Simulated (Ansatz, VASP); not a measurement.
# AgCl: VASP beside Ansatz

```xyz
2
Lattice="0.0000 2.8060 2.8060 2.8060 0.0000 2.8060 2.8060 2.8060 0.0000" Properties=species:S:1:pos:R:3 pbc="T T T"
Ag    2.8060    2.8060    2.8060
Cl    0.0000    0.0000    0.0000
```

Alike in both runs: functional PBE; k mesh 8 × 8 × 8; occupations gaussian, width 0.02 eV; no spin polarisation.

Ansatz relaxed the structure, and its values are those at the end. VASP's run is a single point on that final structure, the one shown.

|  | VASP | Ansatz |
| --- | --- | --- |
| version | VASP 6.6.1 | Ansatz 0.2.0 |
| potentials or method | VASP PAW PBE potentials, release 64 (Ag, Cl) | scalar-relativistic, plane waves, PAW |
| plane-wave cutoff (eV) | 520 | 420 |
| valence electrons in the cell | 18 | 26 |

|  | VASP | Ansatz | Ansatz less VASP |
| --- | --- | --- | --- |
| gap on the k mesh at the Fermi level (eV) | 0.92 | 0.92 | +0.003 |
| least direct gap on the mesh (eV) | 3.08 | 3.08 | +0.002 |
| pressure (GPa) | -0.1 | 0.0 | +0.13 |

The two sets of potentials don't hold the same shells in valence.

A k mesh can miss the band edges. As with any semilocal functional, this PBE gap is likely too small.
